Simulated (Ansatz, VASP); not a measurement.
**One calculation of KI, two programs**

```
CELL_PARAMETERS angstrom
4.64367 0.00000 0.00000
-2.32184 4.02154 0.00000
0.00000 0.00000 4.52920
ATOMIC_POSITIONS crystal
K 0.00000 0.00000 0.00000
I 0.66667 0.33333 0.50000
```

The cell was built by a generator and needn't be a form met in nature.

Alike in both runs: task relaxation of cell and atoms; functional PBE; k mesh 6 × 6 × 6; no spin polarisation.

|  | VASP | Ansatz |
| --- | --- | --- |
| version | VASP 6.6.1 | Ansatz 0.2.0 |
| potentials or method | VASP PAW PBE potentials, release 64 (K_sv, I) | scalar-relativistic, plane waves, PAW |
| plane-wave cutoff (eV) | 600 | 420 |
| occupations | gaussian, width 0.02 eV | gaussian, width 0.01 eV |
| valence electrons in the cell | 16 | 26 |

VASP gave:

```
gap on the k mesh at the Fermi level, each at its own relaxed structure (eV) : 3.62
relaxed volume (Å³/atom)                                                     : 46.79
relaxed cell length with the largest relative difference (Å)                 : 4.505
energy change over the relaxation (meV/atom)                                 : -19
```

Task: Which values does Ansatz return?

Result: gap on the k mesh at the Fermi level, each at its own relaxed structure (eV): 3.63; relaxed volume (Å³/atom): 46.60; relaxed cell length with the largest relative difference (Å): 4.498; energy change over the relaxation (meV/atom): -18.

The two sets of potentials don't hold the same shells in valence.

Caveats: spin-orbit coupling is left out, which moves the levels of the heavy elements. Expect the measured gap to be larger: semilocal functionals such as PBE lack the derivative discontinuity. A k mesh can miss the band edges.
